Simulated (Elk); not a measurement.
# MnS (Rambergite): spin-resolved bands and density of states

Wanted: the exchange-split electronic structure of MnS (Rambergite).

Calculated with Elk 11.2.3 (patched build); PBE with U = 4.00 eV on Mn d; all-electron APW+lo, Dirac cores, scalar-relativistic bands.

The database entry behind the starting cell differs from later determinations by our own check (about 0.3 % short against later determinations), so it need not match the best structure at ambient conditions.

**1. Starting point**

Symmetry: P6_3mc, No. 186, hexagonal system. The conventional cell has a = 3.976 Å, b = 3.976 Å, c = 6.432 Å, α = 90.00°, β = 90.00°, γ = 120.00°. Nearest to Mn lie 4 S at 2.41 to 2.48 Å. Nearest to S lie 4 Mn at 2.41 to 2.48 Å. Farther neighbours and most contacts between anions are not listed.

Coordinates:

```cif
data_structure
_symmetry_space_group_name_H-M 'P 1'
_symmetry_Int_Tables_number 1
_cell_length_a 3.9760
_cell_length_b 3.9760
_cell_length_c 6.4320
_cell_angle_alpha 90.000
_cell_angle_beta 90.000
_cell_angle_gamma 120.000
_cell_volume 88.06
loop_
_atom_site_label
_atom_site_type_symbol
_atom_site_fract_x
_atom_site_fract_y
_atom_site_fract_z
_atom_site_occupancy
Mn1 Mn 0.33333 0.66667 0.00000 1
Mn2 Mn 0.66667 0.33333 0.50000 1
S3 S 0.33333 0.66667 0.38500 1
S4 S 0.66667 0.33333 0.88500 1
```

**2. The magnetic state**

Bands and densities of states are read from a converged potential, so the magnetic state comes first.

This is the lowest of the starts that converged (antiferro +-).

Moments are seeded by fields in the spheres (the last three columns under atoms), set against the wanted direction and reduced each loop.

Input file elk.in:

```
tasks
  0

xctype
  20

rgkmax
  7.0

nempty
  12

swidth
  0.001837

reducebf
  0.6

epsengy
  1e-05

maxscl
  100

lmaxi
  3

lmaxo
  10

lmaxapw
  10

spinpol
  .true.

sppath
  './'

avec
  7.51355107151 0.00000000000 0.00000000000
  -3.75677553576 6.50692610047 0.00000000000
  0.00000000000 0.00000000000 12.15471843359

atoms
  2
  'Mn.in'
  2
  0.3333333333 0.6666666667 0.0000000000   0.000000 0.000000 -0.450000
  0.6666666667 0.3333333333 0.5000000000   0.000000 0.000000 0.450000
  'S.in'
  2
  0.3333333333 0.6666666667 0.3850000000   0.000000 0.000000 0.000000
  0.6666666667 0.3333333333 0.8850000000   0.000000 0.000000 0.000000

ngridk
  8 8 4

dft+u
  1 1
  1 2 0.146997 0.000000
```

Command:

```bash
> OMP_NUM_THREADS=4 elk
```

Numbers of over 12 decimals in the logs are rounded to 6 here.

What it wrote:

```text
┌─────────────────────────┐
│ Elk code version 11.2.3 │
└─────────────────────────┘

All units are atomic (Hartree, Bohr, etc.)

┌─────────────────────────────────────────────────┐
│ Ground-state run starting from atomic densities │
└─────────────────────────────────────────────────┘

Lattice vectors :
   7.513551072       0.000000000       0.000000000
  -3.756775536       6.506926100       0.000000000
   0.000000000       0.000000000       12.15471843

Species : 1 (Mn)
 parameters loaded from : Mn.in
 name : manganese
 nuclear charge    :   -25.00000000
 electronic charge :    25.00000000
 atomic mass :    100145.9370
 muffin-tin radius :    2.351786898
 number of radial points in muffin-tin :    993
 inner part over the whole radius :   0.9857453869E-02
 number on inner part of muffin-tin    :    699
 approximate nuclear radius :   0.7074591925E-04
 number of mesh points to nuclear radius :    330
 atomic positions (lattice), magnetic fields (Cartesian) :
  1 :   0.00000000  0.00000000  0.00000000    0.00000000  0.00000000 -0.45000000
  2 :   0.33333333  0.66666667  0.50000000    0.00000000  0.00000000  0.45000000

Species : 2 (S)
 parameters loaded from : S.in
 name : sulphur
 nuclear charge    :   -16.00000000
 electronic charge :    16.00000000
 atomic mass :    58450.91931
 muffin-tin radius :    2.155804656
 number of radial points in muffin-tin :    793
 inner part over the whole radius :   0.9951310601E-02
 number on inner part of muffin-tin    :    554
 approximate nuclear radius :   0.6195814986E-04
 number of mesh points to nuclear radius :    251
 atomic positions (lattice), magnetic fields (Cartesian) :
  1 :   0.00000000  0.00000000  0.38500000    0.00000000  0.00000000  0.00000000
  2 :   0.33333333  0.66666667  0.88500000    0.00000000  0.00000000  0.00000000

Total number of atoms per unit cell :    4
Total muffin-tin volume :    192.9071138
 ratio of muffin-tin to unit cell volume :   0.3246251948

Spin treatment :
 spin-polarised
 global magnetic field (Cartesian) :    0.000000000       0.000000000       0.000000000
 collinear magnetisation in z-direction

Number of Bravais lattice symmetries :   24
Number of crystal symmetries         :   12
Crystal has no inversion symmetry
Complex Hermitian eigensolver will be used

k-point grid :      8     8     4
k-point offset :    0.000000000       0.000000000       0.000000000
k-point set is reduced with full crystal symmetry group
Total number of k-points :       40

Muffin-tin radius times maximum |G+k| :    7.000000000
 using average radius
Maximum |G+k| for APW functions       :    3.105871469
Maximum (1/2)|G+k|²                   :    4.823218790
Maximum |G| for potential and density :    12.00000000
Constant for pseudocharge density :    7
 order of it for each species :   14  14
 order of it for pair densities of each species (exact exchange by exxq0 0: 18) :   11   8
Radial integration step length :    1

G-vector grid sizes :     30    30    48
Number of G-vectors :    17369

Maximum angular momentum used for
 APW functions            :   10
 outer part of muffin-tin :   10
 inner part of muffin-tin :    3

Number of empty states         :     48
Total number of valence states :    140
Total number of core states    :     40

Third-order local-orbitals added for an l without core states : T
Total number of local-orbitals :     56

Exchange-correlation functional :     20     0     0
 Perdew-Burke-Ernzerhof, Phys. Rev. Lett. 77, 3865 (1996)
 gradient requirement :    1
 generalised gradient approximation (GGA)

DFT+U calculation
 fully localised limit (FLL)
 see Phys. Rev. B 52, R5467 (1995)
 species : 1 (Mn), l = 2, U =   0.14699700, J =   0.00000000

Smearing type :    3
 Fermi-Dirac
Smearing width :   0.1837000000E-02
Effective electronic temperature (K) :    580.0787206

Mixing type :    3
 Broyden mixing, J. Phys. A: Math. Gen. 17, L317 (1984)

Kohn-Sham potential initialised from atomic data

┌──────────────────────────────┐
│ Self-consistent loop started │
└──────────────────────────────┘

┌─────────────────┐
│ Loop number : 1 │
└─────────────────┘

Energies :
 Fermi                       :     0.38076028444769E-01
 sum of occupied eigenvalues :     -1811.2474992315
 electron kinetic            :      3149.8840687932
 core electron kinetic       :      2883.7316415252
 Coulomb                     :     -6110.1273004567
 Coulomb potential           :     -4745.9132192090
 nuclear-nuclear             :     -441.18693632753
 electron-nuclear            :     -6602.7209188013
 Hartree                     :      933.78055467217
 Madelung                    :     -3737.1706908522
 xc potential                :     -214.85302998710
 xc effective B-field        :    -0.544940
 external B-field            :      0.000000
 exchange                    :     -152.73671447399
 correlation                 :     -3.469504
 DFT+U                       :     0.582806
 electron entropic           :    -0.73738097559175E-03
 total energy                :     -3115.8673820129
 (external B-field energy excluded from total)

Density of states at Fermi energy :    67.68689147
 (states/Hartree/unit cell)

Estimated indirect band gap :   0.7917437123E-03
 from k-point 40 to k-point 10
Estimated direct band gap   :   0.1733934253E-01
 at k-point 30

Charges :
 core                        :    40.00000000
 valence                     :    42.00000000
 interstitial                :    5.874098102
 muffin-tins (core leakage)
  species : 1 (Mn)
   atom 1                    :    23.57804885     ( -0.2235078416E-06)
   atom 2                    :    23.57804885     ( -0.2235078416E-06)
  species : 2 (S)
   atom 1                    :    14.48490210     (  0.9360850382E-04)
   atom 2                    :    14.48490210     (  0.9360850382E-04)
 total in muffin-tins        :    76.12590190
 total calculated charge     :    81.99981599
 total charge                :    82.00000000
 error                       :   0.1840059611E-03

Moments :
 interstitial                :   0.1239261459E-10
 muffin-tins
  species : 1 (Mn)
   atom 1                    :    3.772604757
   atom 2                    :   -3.772604757
  species : 2 (S)
   atom 1                    :  -0.6570834559E-01
   atom 2                    :   0.6570834559E-01
 total in muffin-tins        :    0.000000000
 total moment                :   0.1239261459E-10

[... earlier loops left out ...]

┌──────────────────┐
│ Loop number : 22 │
└──────────────────┘

Energies :
 Fermi                       :     0.167702
 sum of occupied eigenvalues :     -1801.5709473156
 electron kinetic            :      3147.9858591825
 core electron kinetic       :      2883.3260635141
 Coulomb                     :     -6108.1811486386
 Coulomb potential           :     -4747.2140923816
 nuclear-nuclear             :     -441.18693632753
 electron-nuclear            :     -6597.4256757203
 Hartree                     :      930.43146340923
 Madelung                    :     -3734.5741024478
 xc potential                :     -201.56474018601
 xc effective B-field        :    -0.777973
 external B-field            :      0.000000
 exchange                    :     -152.67574544593
 correlation                 :     -3.454180
 DFT+U                       :     0.640600
 electron entropic           :    -0.39808314005529E-11
 total energy                :     -3115.6846152643
 (external B-field energy excluded from total)

Density of states at Fermi energy :   0.5468472832E-07
 (states/Hartree/unit cell)

Estimated indirect band gap :   0.8381694305E-01
 from k-point 1 to k-point 1
Estimated direct band gap   :   0.8381694305E-01
 at k-point 1

Charges :
 core                        :    40.00000000
 valence                     :    42.00000000
 interstitial                :    6.072616043
 muffin-tins (core leakage)
  species : 1 (Mn)
   atom 1                    :    23.45687708     ( -0.2235080849E-06)
   atom 2                    :    23.45687708     ( -0.2235080849E-06)
  species : 2 (S)
   atom 1                    :    14.50681490     (  0.9528049570E-04)
   atom 2                    :    14.50681490     (  0.9528049570E-04)
 total in muffin-tins        :    75.92738396
 total calculated charge     :    81.99981442
 total charge                :    82.00000000
 error                       :   0.1855792673E-03

Moments :
 interstitial                :   0.8594558058E-11
 muffin-tins
  species : 1 (Mn)
   atom 1                    :    4.505365073
   atom 2                    :   -4.505365073
  species : 2 (S)
   atom 1                    :  -0.2292720060E-01
   atom 2                    :   0.2292720060E-01
 total in muffin-tins        :    0.000000000
 total moment                :   0.8594558058E-11

┌──────────────────────────────┐
│ Self-consistent loop stopped │
└──────────────────────────────┘

Wrote STATE.OUT
```

It took 9.1 min on 4 threads of Intel Xeon Platinum 8488C (Sapphire Rapids), shared host; peak memory 0.59 GiB; 34 min of CPU time.

Spin moment in the muffin-tin sphere by atom:

```tsv
atom	spin moment in the muffin-tin sphere (μB)
Mn1	4.51
Mn2	-4.51
S3	-0.02
S4	0.02
```

This step gave:

| Property | Result |
| --- | --- |
| density of states at the Fermi level | 2.01e-9 states/eV/cell |
| moment between the spheres | 0 μB |
| magnetization | 0 μB |
| final state | antiferromagnetic |

**3. Bands and density of states**

The potential is kept. Point names follow a standard table for this cell's lattice and can differ from other conventions. The density of states is interpolated from the levels on the mesh (so its value at the Fermi level can differ from the smeared one of the ground-state run), and the bands are solved anew along a path of special points.

Edit elk.in of step 2 so:

```diff
@@ -1,3 +1,7 @@
 tasks
-  0
+  10
+  20
+  15
+  33
+  73
 
@@ -48,4 +52,4 @@
   2
-  0.3333333333 0.6666666667 0.0000000000   0.000000 0.000000 -0.450000
-  0.6666666667 0.3333333333 0.5000000000   0.000000 0.000000 0.450000
+  0.3333333333 0.6666666667 0.0000000000   0.000000 0.000000 -0.000450
+  0.6666666667 0.3333333333 0.5000000000   0.000000 0.000000 0.000450
   'S.in'
@@ -61 +65,22 @@
   1 2 0.146997 0.000000
+
+wplot
+  300 60 1
+  -0.35000 0.25000
+
+plot1d
+  7 84
+  0.00000000 0.00000000 0.00000000
+  0.50000000 0.00000000 0.00000000
+  0.33333333 0.33333333 0.00000000
+  0.00000000 0.00000000 0.00000000
+  0.00000000 0.00000000 0.50000000
+  0.50000000 0.00000000 0.50000000
+  0.33333333 0.33333333 0.50000000
+
+plot3d
+  0 0 0
+  1 0 0
+  0 1 0
+  0 0 1
+  20 20 33
```

Command:

```bash
> OMP_NUM_THREADS=4 elk
```

What it wrote:

```text
┌─────────────────────────────────┐
│ Elk code version 11.2.3 started │
└─────────────────────────────────┘

Info(readinput): the functional depends on the density's gradient
 muffin-tin radial points multiplied by    2.00000
 (not where nrmtscf is given)

┌───────────────────┐
│ Current task : 10 │
└───────────────────┘
Info(checkmt): changed muffin-tin radius of species 1 (Mn) from   2.4000 to   2.3518
Info(checkmt): changed muffin-tin radius of species 2 (S) from   2.2000 to   2.1558

Info(findsymcrys): atomic basis shift (lattice) :
  0.6666666667      0.3333333333       0.000000000
See GEOMETRY.OUT for new atomic positions

Info(writedos):
 Total density of states written to TDOS.OUT

 Partial density of states written to PDOS_Sss_Aaaaa.OUT
 for all species and atoms

 Spin-quantisation axis :    0.000000000       0.000000000       1.000000000

 Eigenvalues of a random matrix symmetrised with the site
 symmetries in the Yₗₘ basis written to ELMIREP.OUT for all
 species and atoms. Degenerate eigenvalues correspond to
 irreducible representations of each site symmetry group

 Interstitial density of states written to IDOS.OUT

 Fermi energy is at zero in plots

 DOS units are states/Hartree/unit cell

┌───────────────────┐
│ Current task : 20 │
└───────────────────┘

Info(bandstr):
 Band structure plot written to BAND.OUT

 Fermi energy is at zero in plot

 Vertex location lines written to BANDLINES.OUT

┌───────────────────┐
│ Current task : 15 │
└───────────────────┘

Info(writelsj):
 muffin-tin L, S and J expectation values written to LSJ.OUT

┌───────────────────┐
│ Current task : 33 │
└───────────────────┘

Info(rhoplot): 3D density plot written to RHO3D.OUT

┌───────────────────┐
│ Current task : 73 │
└───────────────────┘

Info(vecplot):
 3D magnetisation density written to MAG3D.OUT

┌──────────────────┐
│ Elk code stopped │
└──────────────────┘
```

It took 2.1 min on 4 threads; peak memory 0.93 GiB; 6.4 min of CPU time.

The electronic bands at the labelled points (eV, zero at the Fermi level; # counts the bands kept):

```tsv
point	up #9	up #10	up #11	up #12	down #9	down #10	down #11	down #12
Γ	-1.71	-1.01	-1.01	1.27	-1.71	-1.01	-1.01	1.27
0.53 of the way	-2.91	-2.01	-1.64	1.85	-2.91	-2.01	-1.64	1.85
M	-3.37	-2.67	-2.10	1.52	-3.37	-2.67	-2.10	1.52
halfway	-3.53	-2.79	-2.51	1.47	-3.53	-2.79	-2.51	1.47
K	-3.28	-3.01	-2.93	1.39	-3.28	-3.01	-2.93	1.39
0.47 of the way	-3.03	-2.27	-1.89	1.82	-3.03	-2.27	-1.89	1.82
Γ	-1.71	-1.01	-1.01	1.27	-1.71	-1.01	-1.01	1.27
halfway	-2.11	-1.02	-1.02	1.80	-2.11	-1.02	-1.02	1.80
A	-2.49	-1.03	-1.03	2.46	-2.49	-1.03	-1.03	2.46
0.47 of the way	-2.61	-2.10	-1.61	1.96	-2.61	-2.10	-1.61	1.96
L	-3.15	-2.24	-2.09	1.49	-3.15	-2.24	-2.09	1.49
halfway	-3.17	-2.57	-2.09	1.45	-3.17	-2.57	-2.09	1.45
H	-3.32	-2.64	-2.13	1.39	-3.32	-2.64	-2.13	1.39
```

The density of states has structure finer than the step of the table below, so its rows give means over 1 eV, whole bins alone (the curve runs from -9.52 to 6.75 eV). Peaks (eV: height): up = down -6.0: 5.42, -5.7: 5.04, -5.0: 6.21, 2.6: 4.77; Mn1 d up -5.7: 3.04, -5.3: 2.78, -5.0: 5.10, -4.2: 1; Mn1 d down 1.5: 1.30, 2.2: 2.59, 2.6: 3.19, 3.2: 2.45; S3 p up -5.3: 0.524, -4.7: 0.360, -3.2: 1.22, -2.2: 0.445; S3 p down -6.0: 1.01, -4.7: 0.266, -3.2: 0.479, -2.1: 0.708.

Table of density of states by energy, zero at the Fermi level; means over each step; values in states/eV/cell:

```tsv
energy (eV)	up = down	Mn1 d up	Mn1 d down	S3 p up	S3 p down
-7	0	0	0	0	0
-6	2.78	1.56	0.00587	0.0963	0.424
-5	3.03	1.93	0.0211	0.280	0.138
-4	1.55	0.421	0.0454	0.391	0.114
-3	1.86	0.301	0.0971	0.504	0.284
-2	1.60	0.373	0.0512	0.212	0.451
-1	0.179	0.0472	0.00389	0.00326	0.0753
0	0	0	0	0	0
1	0.190	0.00102	0.105	0.00220	0.00120
2	2.27	0.0180	1.43	0.0197	0.0210
3	2.53	0.0174	1.69	0.0564	0.0427
4	1.19	0.0219	0.366	0.0493	0.0498
5	1.16	0.0322	0.176	0.0355	0.0840
6	1.71	0.0355	0.225	0.0987	0.0895
```

**4. Summary of results**

| Property | Result |
| --- | --- |
| state | antiferromagnetic |
| largest moment | 4.51 μB |

**Reading.** Right at the Fermi level (the table gives means over its steps) the density of states is 0 states/eV a cell for spin up and 0 for spin down: a gap in both channels. Within the window shown, the centres of the Mn1 d states of the two spins lie 7.2 eV apart, a rough measure of the splitting of the spins, to which the U adds. The state is the lowest of the starts that converged. These are Kohn–Sham levels without spin–orbit coupling.

[Logs and program files are shortened in this print: banners, set-up blocks, solver, clock and traceback lines can be left out without a mark of their own.]

[Logs are printed without paths, hosts, clocks, repeated set-up lines and the standing remarks that a program may print on its own settings, such as how far it seeks lower states.]

[Hosts, paths, dates, database ids (printed as entryN), source tags and the programs' standing remarks are cut or masked in the printed files.]

[Where a cell is said to come from a database of computed structures, the database is the Materials Project.]
